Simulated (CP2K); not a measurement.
Runs of CP2K 2026.2 on Ru. The structure is hexagonal, space group P6_3/mmc (No. 194). The conventional cell has a = 2.706 Å, b = 2.706 Å, c = 4.282 Å, α = 90.00°, β = 90.00°, γ = 120.00°. Ru (site symmetry -6m2) has 12 Ru at 2.65 to 2.71 Å as nearest neighbours. 

```csv
task,level,potentials or basis,cell,k mesh,smearing,EPS_DEFAULT,k points reduced by the point group,NGRIDS,basis sets,potentials,gap on the mesh (eV),pressure (GPa),relaxed volume (Å³/atom)
band structure,LDA,GTH_POTENTIALS Ru GTH-PADE-q16; TZVP-MOLOPT-PBE-GTH basis,as given,11 × 11 × 6,fermi-dirac 0.0259 eV,1.0E-10,yes,5,Ru TZVP-MOLOPT-PBE-GTH-q16,Ru GTH-PADE-q16 of GTH_POTENTIALS,none,-8.0,-
band structure,r2SCAN,POTENTIAL_UZH Ru GTH-SCAN-q16; TZVP-MOLOPT-SCAN-GTH basis,as given,11 × 11 × 6,fermi-dirac 0.0259 eV,1.0E-9,yes,5,Ru TZVP-MOLOPT-SCAN-GTH-q16,Ru GTH-SCAN-q16 of POTENTIAL_UZH,none,15.2,-
relaxation of cell and atoms,PBEsol,POTENTIAL_UZH Ru GTH-PBE-q16; TZVP-MOLOPT-PBE-GTH basis,relaxed,9 × 9 × 5,fermi-dirac 0.0259 eV,1.0E-9,-,5,Ru TZVP-MOLOPT-PBE-GTH-q16,Ru GTH-PBE-q16 of POTENTIAL_UZH,none,0.0,(b)
band structure,PBE,POTENTIAL_UZH Ru GTH-PBE-q16; TZVP-MOLOPT-PBE-GTH basis,as given,11 × 11 × 6,fermi-dirac 0.05 eV,1.0E-9,yes,5,Ru TZVP-MOLOPT-PBE-GTH-q16,Ru GTH-PBE-q16 of POTENTIAL_UZH,none,7.4,-
relaxation of cell and atoms,PBE,POTENTIAL_UZH Ru GTH-PBE-q16; TZVP-MOLOPT-PBE-GTH basis,relaxed,9 × 9 × 5,fermi-dirac 0.1 eV,1.0E-9,-,4,Ru TZVP-MOLOPT-PBE-GTH-q16,Ru GTH-PBE-q16 of POTENTIAL_UZH,none,0.0,(a)
band structure,PBEsol,POTENTIAL_UZH Ru GTH-PBE-q16; TZVP-MOLOPT-PBE-GTH basis,as given,11 × 11 × 6,fermi-dirac 0.05 eV,1.0E-9,yes,5,Ru TZVP-MOLOPT-PBE-GTH-q16,Ru GTH-PBE-q16 of POTENTIAL_UZH,none,-2.8,-
band structure,TB-mBJ,POTENTIAL_UZH Ru GTH-PBE-q16; TZVP-MOLOPT-PBE-GTH basis,as given,11 × 11 × 6,fermi-dirac 0.0259 eV,1.0E-9,yes,4,Ru TZVP-MOLOPT-PBE-GTH-q16,Ru GTH-PBE-q16 of POTENTIAL_UZH,none,-,-
```

Alike in all rows: no spin polarisation.

Question: Estimate the missing entries.

Answer: (a) 13.88; (b) 13.45.

Caveats: the basis of atomic orbitals isn't converged, which shifts pressures, moduli and gaps; the potentials were made for another functional, which shifts forces and pressure (some runs); the printed path begins after the first move (some runs); so large a pressure means that the cell lies far from this level's equilibrium, or that cutoff or potentials fall short (some runs); this is a model potential without an energy functional, so only levels have meaning (some runs).

A k mesh can miss the band edges, and the runs leave out spin-orbit coupling on Ru.

A gap of «none» marks a metal or a gap under the smearing width.
